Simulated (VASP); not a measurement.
# C (Fd-3m) in VASP: G0W0 quasiparticle levels with PBEsol

Aim: the G0W0 quasiparticle levels of C with PBEsol.

Everything below comes from runs of VASP 6.6.1. Logs are shortened: lines on timing, memory, paths and dates and some standing lists are left out, and cuts for length are marked.

### Step 1. The crystal as given

It takes space group Fd-3m (No. 227, cubic). Conventional cell: a = 3.567 Å, b = 3.567 Å, c = 3.567 Å, α = 90.00°, β = 90.00°, γ = 90.00°. Around C (site symmetry -43m) lie 4 C at 1.54 Å.

This isn't the form of C at room conditions, which is graphite.

### Step 2. G0W0 quasiparticle levels, PBEsol

The input, POSCAR:

```
C
1.0
    0.0000000000      1.7833700000      1.7833700000
    1.7833700000      0.0000000000      1.7833700000
    1.7833700000      1.7833700000      0.0000000000
C
2
Direct
    0.0000000000      0.0000000000      0.0000000000
    0.2500000000      0.2500000000      0.2500000000
```

The input, INCAR.step1:

```
SYSTEM = C
PREC = Accurate
ENCUT = 450
EDIFF = 1E-8
ISMEAR = 0
SIGMA = 0.01
LREAL = .FALSE.
LASPH = .TRUE.
NELM = 80
ALGO = Normal
LWAVE = .TRUE.
LCHARG = .FALSE.
GGA = PS
KPAR = 8
```

The input, INCAR.step2:

```
SYSTEM = C
PREC = Accurate
ENCUT = 450
EDIFF = 1E-8
ISMEAR = 0
SIGMA = 0.01
LREAL = .FALSE.
LASPH = .TRUE.
NELM = 1
ALGO = Exact
LWAVE = .TRUE.
LCHARG = .FALSE.
GGA = PS
NBANDS = 224
LOPTICS = .TRUE.
ISTART = 1
KPAR = 8
```

The input, INCAR.step3:

```
SYSTEM = C
PREC = Accurate
ENCUT = 450
EDIFF = 1E-8
ISMEAR = 0
SIGMA = 0.01
LREAL = .FALSE.
LASPH = .TRUE.
ALGO = EVGW0
LWAVE = .FALSE.
LCHARG = .FALSE.
GGA = PS
NELMGW = 1
NBANDS = 224
ENCUTGW = 230
NOMEGA = 50
PRECFOCK = Fast
ISTART = 1
NBANDSGW = 12
KPAR = 8
```

The input, KPOINTS:

```
Automatic mesh
0
G
  8 8 8
  0 0 0
```

Potentials or basis: VASP PAW PBE potentials, release 64 (C_GW).

The run is started by

```bash
$ cat potpaw_PBE.64/C_GW/POTCAR > POTCAR
$ cp INCAR.step1 INCAR
$ mpirun -np 8 vasp_std > vasp.out
$ cp INCAR.step2 INCAR
$ mpirun -np 8 vasp_std > vasp.out
$ cp INCAR.step3 INCAR
$ mpirun -np 8 vasp_std > vasp.out
```

OUTCAR:

```text
SYSTEM = C
   PREC = Accurate
   ENCUT = 450
   EDIFF = 1E-8
   ISMEAR = 0
   LREAL = .FALSE.
   LASPH = .TRUE.
   GGA = PS
   NELMGW = 1
   ENCUTGW = 230
   PRECFOCK = Fast
   ISTART = 1

 ion  position               nearest neighbor table
   1  0.000  0.000  0.000-   2 1.54   2 1.54   2 1.54   2 1.54
   2  0.250  0.250  0.250-   1 1.54   1 1.54   1 1.54   1 1.54

  LATTYP: Found a face centered cubic cell.
 ALAT       =     3.5667400000

  Lattice vectors:

 A1 = (   0.0000000000,   1.7833700000,   1.7833700000)
 A2 = (   1.7833700000,   0.0000000000,   1.7833700000)
 A3 = (   1.7833700000,   1.7833700000,   0.0000000000)

Analysis of symmetry for initial positions (statically):
=====================================================================
 Subroutine PRICEL returns:
 Original cell was already a primitive cell.

 Routine SETGRP: Setting up the symmetry group for a
 face centered cubic supercell.

 Subroutine GETGRP returns: Found 48 space group operations
 (whereof 24 operations were pure point group operations)
 out of a pool of 48 trial point group operations.

The static configuration has the point symmetry T_d .
 The point group associated with its full space group is O_h .

Analysis of symmetry for dynamics (positions and initial velocities):
=====================================================================
 Subroutine PRICEL returns:
 Original cell was already a primitive cell.

 Routine SETGRP: Setting up the symmetry group for a
 face centered cubic supercell.

 Subroutine GETGRP returns: Found 48 space group operations
 (whereof 24 operations were pure point group operations)
 out of a pool of 48 trial point group operations.

The dynamic configuration has the point symmetry T_d .
 The point group associated with its full space group is O_h .

 Subroutine INISYM returns: Found 48 space group operations
 (whereof 24 operations are pure point group operations),
 and found     1 'primitive' translations

----------------------------------------------------------------------------------------

                                     Primitive cell

  volume of cell :      11.3437

  direct lattice vectors                    reciprocal lattice vectors
     0.000000000  1.783370000  1.783370000    -0.280368067  0.280368067  0.280368067
     1.783370000  0.000000000  1.783370000     0.280368067 -0.280368067  0.280368067
     1.783370000  1.783370000  0.000000000     0.280368067  0.280368067 -0.280368067

  length of vectors
     2.522066041  2.522066041  2.522066041     0.485611737  0.485611737  0.485611737

  position of ions in fractional coordinates (direct lattice)
     0.000000000  0.000000000  0.000000000
     0.250000000  0.250000000  0.250000000

  ion indices of the primitive-cell ions
   primitive index   ion index
                 1           1
                 2           2

----------------------------------------------------------------------------------------

 KPOINTS: Automatic mesh

Automatic generation of k-mesh.
 Grid dimensions read from file:
 generate k-points for:    8    8    8

 Generating k-lattice:

  Cartesian coordinates                     Fractional coordinates (reciprocal lattice)
    -0.035046008  0.035046008  0.035046008     0.125000000  0.000000000  0.000000000
     0.035046008 -0.035046008  0.035046008     0.000000000  0.125000000  0.000000000
     0.035046008  0.035046008 -0.035046008     0.000000000  0.000000000  0.125000000

  Length of vectors
     0.060701467  0.060701467  0.060701467

  Shift w.r.t. Gamma in fractional coordinates (k-lattice)
     0.000000000  0.000000000  0.000000000

 Subroutine IBZKPT returns following result:
 ===========================================

 Found     29 irreducible k-points:

 Following reciprocal coordinates:
            Coordinates               Weight
  0.000000  0.000000  0.000000      1.000000
  0.125000  0.000000  0.000000      8.000000
  0.250000  0.000000  0.000000      8.000000
  0.375000  0.000000  0.000000      8.000000
  0.500000  0.000000  0.000000      4.000000
  0.125000  0.125000  0.000000      6.000000
[... 16 lines left out ...]
  0.500000  0.250000  0.125000     48.000000
 -0.375000  0.250000  0.125000     24.000000
 [... further k-points ...]
   k-points           NKPTS =     29   k-points in BZ     NKDIM =    512   number of bands    NBANDS=    224
   number of dos      NEDOS =    301   number of ions     NIONS =      2
   total plane-waves  NPLWV =   5832
   dimension x,y,z NGX =    18 NGY =   18 NGZ =   18
   dimension x,y,z NGXF=    36 NGYF=   36 NGZF=   36
   ions per type =               2
   NGX,Y,Z   is equivalent  to a cutoff of  11.86, 11.86, 11.86 a.u.
   NGXF,Y,Z  is equivalent  to a cutoff of  23.73, 23.73, 23.73 a.u.
 SYSTEM =  C
   PREC   = accura    normal or accurate (medium, high low for compatibility)
   ISTART =      1    job   : 0-new  1-cont  2-samecut
   ICHARG =      0    charge: 1-file 2-atom 10-const
   ISPIN  =      1    spin polarized calculation?
   LNONCOLLINEAR =      F non collinear calculations
   LSORBIT =      F    spin-orbit coupling
   LASPH  =      T    aspherical Exc in radial PAW
   ENCUT  =  450.0 eV  33.07 Ry    5.75 a.u.   4.36  4.36  4.36*2*pi/ulx,y,z
   NELM   =     60;   NELMIN=  2; NELMDL=  0     # of ELM steps
   EDIFF  = 0.1E-07   stopping-criterion for ELM
   LREAL  =      F    real-space projection
   EDIFFG = 0.1E-06   stopping-criterion for IOM
   NSW    =      0    number of steps for IOM
   IBRION =     -1    ionic relax: 0-MD 1-quasi-New 2-CG
   NFREE  =      0    steps in history (QN), initial steepest desc. (CG)
   ISIF   =      0    stress and relaxation
   ISYM   =      3    0-nonsym 1-usesym 2-fastsym
   POTIM  = 0.5000    time-step for ionic-motion
   TEBEG  =    0.0;   TEEND  =   0.0 temperature during run
   PSTRESS=    0.0 pullay stress
   NELECT =       8.0000    total number of electrons
   NUPDOWN=      -1.0000    fix difference up-down
   EMIN   =  10.00;   EMAX   =-10.00  energy-range for DOS
   EFERMI =   0.00;   METHOD = LEGACY
   ISMEAR =     0;   SIGMA  =   0.01  broadening in eV -4-tet -1-fermi 0-gaus
   EFERMI_NEDOS =   21; number of points for ismear=-14 and -15
   IALGO  =     38    algorithm
   IMIX   =      4    mixing-type and parameters
     AMIX     =   0.40;   BMIX     =  1.00
     AMIX_MAG =   1.60;   BMIX_MAG =  1.00
  volume/ion in A,a.u.               =       5.67        38.28
  Fermi-wavevector in a.u.,A,eV,Ry     =   1.457203  2.753714 28.891161  2.123440
  Thomas-Fermi vector in A             =   2.574032
   LORBIT       =      0    0 simple, 1 ext, 2 COOP (PROOUT), +10 PAW based schemes
   GGA     = PS    functional components
   LHFCALC =     T    Hartree Fock is set to
   PRECFOCK=fast      Normal, Fast or Accurate (Low or Medium for compatibility)
   ENCUT4O =  -1.0   cutoff for four orbital integrals eV
   NKREDX  =     1    reduce k-point grid by
   NKREDY  =     1    reduce k-point grid by
   NKREDZ  =     1    reduce k-point grid by
   AEXX    =    1.0000 exact exchange contribution
   HFSCREEN=    0.0000 screening length (either q_TF or 0.3 A-1)
   HFSCREENC=   0.0000 screening length for correlation (either q_TF or 0.3 A-1)
   ENCUTFOCK=  -1.0 apply spherical cutoff to Coloumb kernel
   IVDW    =     0    specifies the selected vdW correction
   LEPSILON=     F    determine dielectric tensor
   LRPA    =     F    only Hartree local field effects (RPA)
   LRPAFORCE           =     F    calculate RPA forces
   ENCUTGW             = 230.0    cutoff for response function in eV
   ENCUTGWSOFT         = 184.0    soft cutoff for Coulomb kernel in GW response function in eV
   ENCUTLF             =  -1.0    cutoff for local field effects
   NELMGW              =     1    number of iterations in solving QP/BSE equation
   NELMHF              =     1    number of iterations in the inner HF iteration
   NKREDLFX            =     1    NKREDLFY  =   1   NKREDLFZ  =   1
 non-spin polarized calculation
 Gauss-broadening in eV      SIGMA  =   0.01
  energy-cutoff  :      450.00
  volume of cell :       11.34
 maximum number of plane-waves:       262
 NGX is ok and might be reduce to    18
  NGX = 12; NGY = 12; NGZ = 12
   NGX =  9   NGY =  9   NGZ =  9
 maximum number of plane-waves:       100

 QP shifts <psi_nk| G(iteration)W_0 |psi_nk>: iteration 1
 for sc-GW calculations column KS-energies equals QP-energies in previous step
 and V_xc(KS)=  KS-energies - (<T + V_ion + V_H > + <T+V_H+V_ion>^1  + <V_x>^1)

 k-point   1 :       0.0000    0.0000    0.0000
  band No.  KS-energies  QP-energies   sigma(KS)   V_xc(KS)     V^pw_x(r,r')   Z            occupation Imag(sigma)

      1     -11.7777     -13.5251     -17.0888     -14.7686     -25.3785       0.7532       2.0000       1.4425
      2       9.7403       8.8646     -17.7837     -16.7229     -19.0454       0.8255       2.0000       0.0808
      3       9.7403       8.8646     -17.7837     -16.7229     -19.0454       0.8255       2.0000       0.0808
      4       9.7403       8.8646     -17.7837     -16.7229     -19.0454       0.8255       2.0000       0.0808
      5      15.2843      16.2070     -14.4015     -15.5237      -9.3850       0.8223       0.0000      -0.0734
      6      15.2843      16.2070     -14.4015     -15.5237      -9.3850       0.8223       0.0000      -0.0734
      7      15.2843      16.2070     -14.4015     -15.5237      -9.3850       0.8223       0.0000      -0.0734
      8      23.1040      23.7552     -15.3877     -16.2344      -7.7438       0.7691       0.0000      -0.2126
      9      28.7037      29.1533     -11.7017     -12.2592      -4.3877       0.8065       0.0000      -0.3691
     10      36.2152      37.0694     -12.9118     -13.9419      -5.9121       0.8292       0.0000      -0.5574
     11      36.2152      37.0694     -12.9118     -13.9419      -5.9121       0.8292       0.0000      -0.5574
     12      36.9948      37.5767     -11.1259     -11.8383      -3.2869       0.8168       0.0000      -0.9368

 k-point   2 :       0.1250    0.0000    0.0000
  band No.  KS-energies  QP-energies   sigma(KS)   V_xc(KS)     V^pw_x(r,r')   Z            occupation Imag(sigma)
[... 353 lines left out ...]
      1      -4.9380      -6.5562     -17.7972     -15.6440     -24.2268       0.7515       2.0000       0.6109
      2      -2.6973      -4.0768     -16.6690     -14.8489     -21.8858       0.7580       2.0000       0.3588
      3       3.4043       2.1164     -17.4126     -15.7946     -20.6671       0.7960       2.0000       0.1431
      4       5.0165       3.8847     -17.2209     -15.8194     -19.8699       0.8076       2.0000       0.1153
      5      17.9069      18.7679     -13.2909     -14.3365      -7.5985       0.8235       0.0000      -0.1010
      6      19.1394      20.0146     -14.2748     -15.3567      -8.0833       0.8089       0.0000      -0.1197
      7      22.7903      23.8621     -15.0326     -16.4113      -7.6002       0.7774       0.0000      -0.1993
      8      24.5355      25.6345     -14.3124     -15.7364      -6.4363       0.7718       0.0000      -0.2660
      9      27.8422      28.6494     -12.6273     -13.6278      -5.5684       0.8069       0.0000      -0.3009
     10      33.5329      34.5562     -14.1822     -15.5018      -5.0703       0.7755       0.0000      -0.7910
     11      35.9080      36.7785     -12.7294     -13.8060      -4.6354       0.8086       0.0000      -0.7934
     12      38.6413      39.2481     -11.5743     -12.3127      -3.8313       0.8218       0.0000      -0.9109

 [... further k-points ...]
```

Run time: 2.3 min. Hardware: 8 MPI ranks of Intel Xeon Platinum 8488C (Sapphire Rapids), shared host; peak memory 1.2 GiB.

Results:

```yaml
Band_gap_on_the_k_mesh_mean-field_level: 4.01 eV, indirect (least direct gap 5.54 eV)
Quasiparticle_gap: 5.45 eV
Least_direct_quasiparticle_gap: 7.34 eV
```

Levels at points of the mesh, in eV from the valence-band top:
| k point | band 1 | band 2 | band 3 | band 4 | band 5 | band 6 | band 7 | band 8 |
| --- | --- | --- | --- | --- | --- | --- | --- | --- |
| (0.00, 0.00, 0.00) | -21.52 | 0.00 | 0.00 | 0.00 | 5.54 | 5.54 | 5.54 | 13.36 |
| (0.50, 0.00, 0.00) | -15.69 | -13.46 | -2.80 | -2.80 | 8.39 | 8.39 | 8.84 | 15.50 |
| (0.50, 0.50, 0.00) | -12.78 | -12.78 | -6.34 | -6.34 | 4.60 | 4.60 | 16.80 | 16.80 |

Caveat: bands, screening cutoff and mesh are small and nothing is extrapolated, so the quasiparticle values aren't converged.
